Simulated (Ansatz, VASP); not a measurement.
## One calculation of KBr, two programs

The input INCAR:

```
  ALGO = Normal
  EDIFF = 1E-6
  ENCUT = 520
  GGA = CA
  ISIF = 2
  ISMEAR = -1
  LASPH = T
  LCHARG = T
  LELF = T
  LREAL = F
  LVHAR = T
  LWAVE = F
  NBANDS = 15
  NELM = 60
  PREC = Accurate
  SIGMA = 0.01
```

The input KPOINTS:

```
k-points
0
Gamma
  6 6 6
```

File POSCAR:

```
KBr
1.0
    4.0163606051      0.0000000000      0.0000000000
    0.0000000000      4.0163606051      0.0000000000
    0.0000000000      0.0000000000      4.0163606051
K Br
1 1
Direct
    0.0000000000      0.0000000000      0.0000000000
    0.5000000000      0.5000000000      0.5000000000
```

Input for Ansatz:

```yaml
crystal:
  lattice:
    - [4.0163606051, 0.0, 0.0]
    - [0.0, 4.0163606051, 0.0]
    - [0.0, 0.0, 4.0163606051]
  atoms:
    - { symbol: K, position: [0.0, 0.0, 0.0] }
    - { symbol: Br, position: [0.5, 0.5, 0.5] }
kpoints:
  mp_grid: { grid: [6, 6, 6] }
scf:
  occupations: { method: fermi_dirac, width: 0.01 }
hamiltonian:
  xc: lda
  pseudopotentials: { kind: all_electron, lapw: { basis_error: 0.001 } }
output:
  forces: true
  stress: true
  eigenvalues: true
```

Change from the starting cell: volume scaled by 0.98.

Alike in both runs: task single point; functional LDA; k mesh 6 × 6 × 6; occupations fermi-dirac, width 0.01 eV; no spin polarisation.

```csv
,VASP,Ansatz
version,VASP 6.6.1,Ansatz 0.2.0
potentials or method,"VASP PAW LDA potentials, release 64 (K_sv, Br)","all-electron LAPW, scalar-relativistic"
plane-wave cutoff (eV),520,see its input
```

|  | VASP | Ansatz | Ansatz less VASP |
| --- | --- | --- | --- |
| gap on the k mesh at the Fermi level (eV) | 3.54 | 3.53 | -0.009 |
| pressure (GPa) | -2.4 | -2.4 | -0.04 |

Ansatz ran all-electron here, so the differences hold the error of VASP's frozen core and of both bases.

A k mesh can miss the band edges.
